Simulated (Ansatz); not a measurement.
Molecular dynamics on a 2×2×2 supercell (24 atoms) of MgH2 (fluorite), relaxed with r2SCAN. Forces come from PBE in Ansatz 0.2.0: Langevin thermostat and barostat (NPT), 2200 K, steps of 1 fs. Classical nuclei, no spin polarisation; a few dozen steps show the first response, not equilibrium. The structure comes from a prototype and may be hypothetical.

```yaml
crystal:
  lattice:
    - [0.0, 4.7299226561, 4.7299226561]
    - [4.7299226561, 0.0, 4.7299226561]
    - [4.7299226561, 4.7299226561, 0.0]
  atoms:
    - { symbol: Mg, position: [0.0, 0.0, 0.0] }
    - { symbol: H, position: [0.125, 0.125, 0.125] }
    - { symbol: H, position: [0.375, 0.375, 0.375] }
    - { symbol: Mg, position: [0.0, 0.0, 0.5] }
    - { symbol: H, position: [0.125, 0.125, 0.625] }
    - { symbol: H, position: [0.375, 0.375, 0.875] }
    - { symbol: Mg, position: [0.0, 0.5, 0.0] }
    - { symbol: H, position: [0.125, 0.625, 0.125] }
    - { symbol: H, position: [0.375, 0.875, 0.375] }
    - { symbol: Mg, position: [0.0, 0.5, 0.5] }
    - { symbol: H, position: [0.125, 0.625, 0.625] }
    - { symbol: H, position: [0.375, 0.875, 0.875] }
    - { symbol: Mg, position: [0.5, 0.0, 0.0] }
    - { symbol: H, position: [0.625, 0.125, 0.125] }
    - { symbol: H, position: [0.875, 0.375, 0.375] }
    - { symbol: Mg, position: [0.5, 0.0, 0.5] }
    - { symbol: H, position: [0.625, 0.125, 0.625] }
    - { symbol: H, position: [0.875, 0.375, 0.875] }
    - { symbol: Mg, position: [0.5, 0.5, 0.0] }
    - { symbol: H, position: [0.625, 0.625, 0.125] }
    - { symbol: H, position: [0.875, 0.875, 0.375] }
    - { symbol: Mg, position: [0.5, 0.5, 0.5] }
    - { symbol: H, position: [0.625, 0.625, 0.625] }
    - { symbol: H, position: [0.875, 0.875, 0.875] }
kpoints:
  mp_grid: { grid: [2, 2, 2] }
hamiltonian:
  xc: pbe
scf:
  occupations: { method: fermi_dirac, width: 0.19 }
md:
  ensemble: npt_langevin
  temperature: 2200
  timestep: 1.0
  n_steps: 40
  initial_velocities: maxwell_boltzmann
  seed: 1858
```

Run as `ansatz run input.yaml --threads 4 --pin off --max-ram 3686MiB --backend cpu --events-out ev --progress --plain --runs-dir out`. It took 54 s on 4 threads of Arm Neoverse V2 (shared host); peak host memory 0.74 GiB.

Question: How do temperature and energy develop?

Answer: The temperature starts at 2108 K, is lowest at step 7 (970 K, 7 fs) and ends at 1605 K. The thermostat hasn't had time to restore it. The atoms start on their lattice sites with kinetic energy alone, so much of it first passes into potential energy.

| step | t (fs) | T (K) | free energy F from step 0 (meV/atom) | kinetic energy (meV/atom) | pressure (GPa) | volume (Å³/atom) | largest force (eV/Å) |
| --- | --- | --- | --- | --- | --- | --- | --- |
| 0 | 0 | 2108 | 0.0 | 272.5 | 4.31 | 8.82 | 0.00 |
| 1 | 1 | 2073 | 6.8 | 267.9 | 4.45 | 8.82 | 0.50 |
| 2 | 2 | 2077 | 27.1 | 268.5 | 5.06 | 8.82 | 1.12 |
| 3 | 3 | 1695 | 58.0 | 219.1 | 5.43 | 8.82 | 1.91 |
| 4 | 4 | 1338 | 91.8 | 172.9 | 5.96 | 8.82 | 2.65 |
| 5 | 5 | 1170 | 121.3 | 151.3 | 6.72 | 8.82 | 3.09 |
| 6 | 6 | 1028 | 140.5 | 132.9 | 7.27 | 8.82 | 3.03 |
| 7 | 7 | 970 | 145.2 | 125.3 | 7.57 | 8.82 | 2.54 |
| 8 | 8 | 1046 | 137.2 | 135.2 | 7.73 | 8.82 | 2.19 |
| 9 | 9 | 1132 | 123.3 | 146.4 | 7.70 | 8.83 | 1.77 |
| 10 | 10 | 1209 | 110.7 | 156.2 | 7.71 | 8.83 | 1.82 |
| 11 | 11 | 1195 | 105.3 | 154.4 | 7.78 | 8.83 | 2.36 |
| 12 | 12 | 1271 | 106.0 | 164.3 | 8.13 | 8.84 | 2.88 |
| 13 | 13 | 1297 | 108.6 | 167.7 | 8.40 | 8.84 | 3.24 |
| 14 | 14 | 1261 | 109.0 | 163.0 | 8.49 | 8.85 | 3.68 |
| 15 | 15 | 1329 | 104.8 | 171.8 | 8.61 | 8.86 | 3.76 |
| 16 | 16 | 1445 | 96.0 | 186.8 | 8.69 | 8.86 | 3.30 |
| 17 | 17 | 1617 | 85.5 | 209.0 | 8.78 | 8.87 | 2.51 |
| 18 | 18 | 1665 | 78.0 | 215.3 | 8.69 | 8.88 | 1.84 |
| 19 | 19 | 1717 | 75.5 | 221.9 | 8.67 | 8.89 | 2.09 |
| 20 | 20 | 1781 | 76.2 | 230.2 | 8.72 | 8.91 | 1.98 |
| 21 | 21 | 1759 | 80.9 | 227.4 | 8.70 | 8.92 | 2.07 |
| 22 | 22 | 1647 | 89.6 | 212.9 | 8.63 | 8.94 | 2.50 |
| 23 | 23 | 1541 | 98.7 | 199.2 | 8.59 | 8.95 | 2.80 |
| 24 | 24 | 1470 | 106.7 | 190.0 | 8.57 | 8.96 | 2.87 |
| 25 | 25 | 1411 | 113.2 | 182.4 | 8.51 | 8.98 | 2.73 |
| 26 | 26 | 1404 | 118.6 | 181.5 | 8.50 | 9.00 | 2.71 |
| 27 | 27 | 1420 | 125.5 | 183.5 | 8.55 | 9.02 | 2.84 |
| 28 | 28 | 1314 | 134.3 | 169.8 | 8.45 | 9.04 | 3.70 |
| 29 | 29 | 1261 | 139.8 | 163.0 | 8.30 | 9.07 | 4.67 |
| 30 | 30 | 1189 | 137.1 | 153.7 | 7.87 | 9.10 | 5.02 |
| 31 | 31 | 1265 | 125.1 | 163.5 | 7.44 | 9.12 | 4.41 |
| 32 | 32 | 1452 | 111.1 | 187.6 | 7.17 | 9.15 | 3.29 |
| 33 | 33 | 1575 | 102.9 | 203.6 | 7.04 | 9.18 | 2.23 |
| 34 | 34 | 1650 | 104.2 | 213.3 | 7.15 | 9.21 | 2.43 |
| 35 | 35 | 1612 | 110.9 | 208.4 | 7.28 | 9.23 | 2.85 |
| 36 | 36 | 1650 | 114.9 | 213.3 | 7.44 | 9.26 | 3.42 |
| 37 | 37 | 1601 | 112.1 | 206.9 | 7.21 | 9.29 | 3.24 |
| 38 | 38 | 1656 | 106.1 | 214.1 | 6.94 | 9.31 | 2.67 |
| 39 | 39 | 1663 | 101.1 | 215.0 | 6.54 | 9.34 | 3.31 |
| 40 | 40 | 1605 | 97.2 | 207.5 | 5.98 | 9.37 | 3.67 |

Positions (Å) and forces (eV/Å) at step 40:
```
cell (Å): 0.000 4.826 4.826; 4.826 0.000 4.826; 4.826 4.826 0.000
Mg  -0.109   0.204   0.002    -0.923   0.341   0.817
H    1.211   1.626   1.828     0.528   0.022  -0.199
H    3.211   3.562   3.630    -0.100  -0.091  -0.112
Mg   2.323   2.391   0.178     0.311   0.243   0.333
H    4.028   4.145   1.526    -0.443   0.161   0.116
H    5.651   6.388   4.125     0.381   0.843  -0.265
Mg   2.210  -0.359   2.178    -0.939   0.671   0.738
H    3.247   1.148   3.350     0.057  -0.528  -0.012
H    6.484   4.152   5.924    -1.386  -1.869  -2.837
Mg   4.625   2.323   2.700     0.124   0.392  -0.793
H    5.450   3.979   3.250     0.809  -0.065  -0.080
H    8.862   6.691   5.600    -0.332   0.020   0.185
Mg   0.021   2.977   2.474    -0.983  -1.019  -0.630
H    0.435   4.525   3.232     0.623  -0.191  -0.873
H    4.049   6.624   5.725    -0.483  -0.191   0.026
Mg   2.105   4.863   2.356     1.825   1.600   2.450
H    2.845   6.130   3.395     1.582  -0.505   0.631
H    6.248   9.159   5.242     0.973  -0.790   0.451
Mg   2.439   2.234   4.706    -0.448   0.427   0.782
H    3.652   4.250   6.095     1.110  -0.442  -0.265
H    5.826   6.386   8.883    -0.581   0.412   0.042
Mg   4.536   5.079   4.325    -1.276  -0.062   0.769
H    6.494   6.679   6.822    -0.297   0.630  -0.911
H    8.170   8.377   8.668    -0.131  -0.010  -0.362
```
